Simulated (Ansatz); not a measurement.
An input for Ansatz 0.2.0 (Cr):

The input run.py:

```python
import json

import ase.io
import numpy as np

import ansatz as az

atoms = ase.io.read("POSCAR", format="vasp")
atoms.set_initial_magnetic_moments([3.0])
atoms.set_momenta(np.full((len(atoms), 3), 0.1))

calculation = (
    az.Crystal.from_ase(atoms)
    .calculation()
    .kpoints(12, 12, 12)
    .functional("pbesol")
    .pseudopotentials(kind="paw", level="accurate")
    .hubbard(projectors="all-electron-atomic")
    .hubbard("Cr", "d", u_eff=4.0)
    .spin("collinear")
    .occupations(method="methfessel_paxton", width=0.1)
    .forces()
    .stress()
    .band_table(publish=True)
)
outcome = calculation.run(threads=2, events_out="events.jsonl")

report = outcome.report
for line in open("events.jsonl"):
    event = json.loads(line)
    if event["event"] == "scf_iter":
        d = event["data"]
        print(f"SCF {d['iter']:3d}  HF = {d['harris_foulkes_ev']:.6f} eV  dr2 = {d['dr2_ev']:.2e} eV")
    elif event["event"] in ("relax_step", "md_step"):
        d = event["data"]
        print(f"{event['event']} {d['step']:3d}  E = {d['lagrangian_ev']:.6f} eV")
np.set_printoptions(precision=5, suppress=True, linewidth=110)
print("converged:", report["converged"], "after", report["n_iterations"], "iterations")
print(f"free energy {report['free_energy_ev']:.6f} eV, Fermi level {report['fermi_energy_ev']:.4f} eV")
for key in ("band_edges_ev", "magnetization_mub", "site_moments_mub", "site_moments_nc_mub", "forces_ev_ang",
                "stress_gpa"):
    if report.get(key) is not None:
        print(key, np.array(report[key]), sep="\n")
```

File POSCAR:

```
Cr
1.0
   -1.5230239456      1.5230239456      1.5230239456
    1.5230239456     -1.5230239456      1.5230239456
    1.5230239456      1.5230239456     -1.5230239456
Cr
1
Direct
    0.0000000000      0.0000000000      0.0000000000
```

Potentials or basis: Ansatz PAW accurate.

Command:

```console
$ python run.py
```

What does the program do with it?

The run stopped without a result. It printed:

Output:

```text
Traceback (most recent call last):
  File "run.py", line 13, in <module>
  [frames inside libraries left out]
ansatz.errors.InputError: Crystal.from_ase: the Atoms holds momenta, the first (0.1, 0.1, 0.1) on atom 0, and a crystal holds no velocity; keep the velocities first, in Å/fs (v = atoms.get_velocities() * ase.units.fs), then clear the momenta (atoms.set_momenta(None)), and state how the ions start on the run: initial_velocities= of .md, with initial_site_velocities= for an atom's own velocity (dict(enumerate(v)) for every atom's)  [md.initial_velocities]
```
